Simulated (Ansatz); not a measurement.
**V: equation of state with r2SCAN**

V:

```xyz
1
Lattice="-1.5144 1.5144 1.5144 1.5144 -1.5144 1.5144 1.5144 1.5144 -1.5144" Properties=species:S:1:pos:R:3 pbc="T T T"
V     0.0000    0.0000    0.0000
```

- Program: Ansatz 0.2.0
- Task: equation of state
- Functional: r2SCAN
- Potentials or basis: Ansatz PAW
- Cutoff: 500 eV
- Density cutoff: 2000 eV
- k mesh: 12 × 12 × 12
- Occupations: fermi-dirac, width 0.05 eV
- Spin: collinear spin, ferromagnetic start
- Starting moments: [2.0] μB

- Equilibrium volume: 13.36 Å³/atom
- Bulk modulus: 184 GPa
- Pressure derivative of the bulk modulus: 3.8

Energy against volume, from the lowest point:
```
volume (Å³/atom)  energy (meV/atom)
          13.058               3.91
          13.336               0.00
          13.613               2.72
          13.891              11.55
          14.169              25.91
          14.447              45.24
          14.725              69.07
```

All runs of the series together: 27 s on 2 threads of AMD EPYC 7R13 Processor (Zen 3), on a shared host.

Caveat: the magnetic or orbital state may not be the lowest; the PAW data sets were made with another functional, which shifts forces and pressure a little.
